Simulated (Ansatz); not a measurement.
A single-point run of Ansatz (plane waves, PAW) on CuI (P4/nmm) from a database structure, with the lines that name the functional removed. The cell was relaxed with r2SCAN+rVV10 and then strained (epitaxial -3.68 % in the xy plane, free normal strain +4.23 %), with the atoms relaxed again with r2SCAN+rVV10; k points keep the names of the unstrained zone.

```cif
data_structure
_symmetry_space_group_name_H-M 'P 1'
_symmetry_Int_Tables_number 1
_cell_length_a 3.9059
_cell_length_b 3.9059
_cell_length_c 6.6140
_cell_angle_alpha 90.000
_cell_angle_beta 90.000
_cell_angle_gamma 90.000
_cell_volume 100.90
loop_
_atom_site_label
_atom_site_type_symbol
_atom_site_fract_x
_atom_site_fract_y
_atom_site_fract_z
_atom_site_occupancy
Cu1 Cu 0.50000 0.50000 0.00000 1
Cu2 Cu 0.00000 0.00000 0.00000 1
I1 I 0.50000 0.00000 0.26764 1
I2 I 0.00000 0.50000 0.73236 1
```

```
scf.n_extra_bands = 5 over 36 filled bands (N_el = 72.0): the run solves 41 bands
Crystal: 4 atoms, lattice volume = 100.903 Å³
Basis set: ecut = 420 eV, 1999 PW (Γ)
Symmetry: 16 space group operations
Space group: P4/nmm (ITA 129)
k-points: 18 of 64
hybrid outer 1: dexx = +3.320e-2 eV, tail = 2.73e-4 eV
hybrid outer 2: dexx = +1.884e-6 eV, tail = 1.48e-7 eV, Δε = 1.03e-2 eV, ΔF = 1.34e-3 eV/Å
hybrid outer 3: dexx = +2.570e-9 eV, tail = 4.31e-9 eV, Δε = 2.74e-4 eV, ΔF = 2.42e-4 eV/Å
hybrid SCF converged: 3 outer / 16 inner (+4 warm-up)
Free energy (F): -28284.601603 eV
Fermi energy:    8.553467 eV
--- Per-component energies (eV) ---
  E_band       = -1842.107968
  E_kinetic    = 982.271183
  E_local      = -16884.054330
  E_nonlocal   = 643.468339
  E_hartree    = 7964.960328
  E_xc         = -347.695912
  E_vxc        = -386.615654
  E_exx        = -319.624995
  E_paw        = -12769.893355
  E_vpaw       = -1487.846850
  E_ewald      = -7552.867930
  E_core_change = -1.165574
--- Forces (eV/Å), atoms counted from 1 ---
  atom   1  Cu      0.00000      0.00000      0.00000
  atom   2  Cu      0.00000      0.00000      0.00000
  atom   3  I       0.00000      0.00000      0.03191
  atom   4  I       0.00000      0.00000    -0.03191
--- Stress (GPa, compression-positive) ---
        4.974768       0.000000       0.000000
        0.000000       4.974768       0.000000
        0.000000       0.000000       1.738093
  P = ⅓ Tr σ = 3.8959 GPa (38.959 kbar)
--- Band table (eV; the first three rows and the last of 18) ---
  k-point 0: bands = […, 6.5983, 6.5983, 6.6117, 7.3654, 8.5535, 8.5535, 11.4212, 13.2884, 13.4868, 14.8289, …]
  k-point 1: bands = […, 6.6117, 6.6902, 6.6902, 6.8441, 8.3440, 8.3440, 12.2167, 13.4293, 13.6035, 14.6138, …]
  k-point 2: bands = […, 6.3076, 6.6117, 6.8120, 6.8120, 8.1128, 8.1128, 13.2577, 13.5004, 13.8400, 14.1921, …]
  k-point 17: bands = […, 5.8116, 5.8116, 5.9082, 5.9082, 6.9640, 6.9640, 13.4463, 13.4463, 13.9171, 13.9171, …]
```

Levels at the listed points, from bands.tsv (eV from the Fermi energy, bands near the gap, counted from 0):
```tsv
# k_distance	band_31	band_32	band_33	band_34	band_35	band_36	band_37	band_38	band_39
# fermi_ev = 8.553467
# [0, 0, 0] at k_distance = 0.000000
# [0, 0.5, 0] at k_distance = 0.804323
# [0.5, 0.5, 0] at k_distance = 1.608647
# [0, 0, 0.5] at k_distance = 2.841322
# [0, 0.5, 0.5] at k_distance = 3.645645
# [0.5, 0.5, 0.5] at k_distance = 4.449969
# levels_relative_to = fermi_ev
0.000	-1.955	-1.942	-1.188	0.000	0.000	2.868	4.735	4.933	6.275
0.804	-2.881	-1.830	-1.830	-0.531	-0.531	5.075	5.075	6.203	6.203
1.609	-2.644	-2.563	-2.563	-1.757	-1.757	3.536	3.536	3.662	3.662
2.841	-1.942	-1.741	-1.741	-0.441	-0.441	4.704	4.947	5.287	5.639
3.646	-2.880	-1.199	-1.199	-0.508	-0.508	3.218	3.218	6.619	6.619
4.450	-2.742	-2.645	-2.645	-1.590	-1.590	4.893	4.893	5.364	5.364
```
In order the rows are Γ, X, M, Z, R, A.

Task: Which functional gave these numbers?
A. r2SCAN0
B. HSE06
C. LC-ωPBE

Result: B. HSE06. The exchange loop and the term E_exx show exact exchange. With HSE06 the gap is 2.87 eV and direct, at Γ. Among hybrids the size of the gap and of E_exx follows the share and range of exact exchange. The stress of a hybrid is loosely converged here. Within one family of functionals the choice rests on the size of the gap and stress, not on a line of the log.

Run as `ansatz run input.yaml --threads 4 --pin off --max-ram 4608MiB --backend cpu --events-out ev --progress --plain --runs-dir out`. It took 77 s on 4 threads of Intel(R) Xeon(R) Platinum 8259CL CPU @ 2.50GHz (Skylake/Cascade Lake) (shared host), load about 0.5 per core; peak host memory 2.1 GiB.

Calculated for a static, non-magnetic cell.

No spin-orbit coupling is included; it can move band edges with weight on the heavy atoms by tenths of an eV.

The meshes of the hybrids are coarse, so their gaps aren't converged to the digits shown.
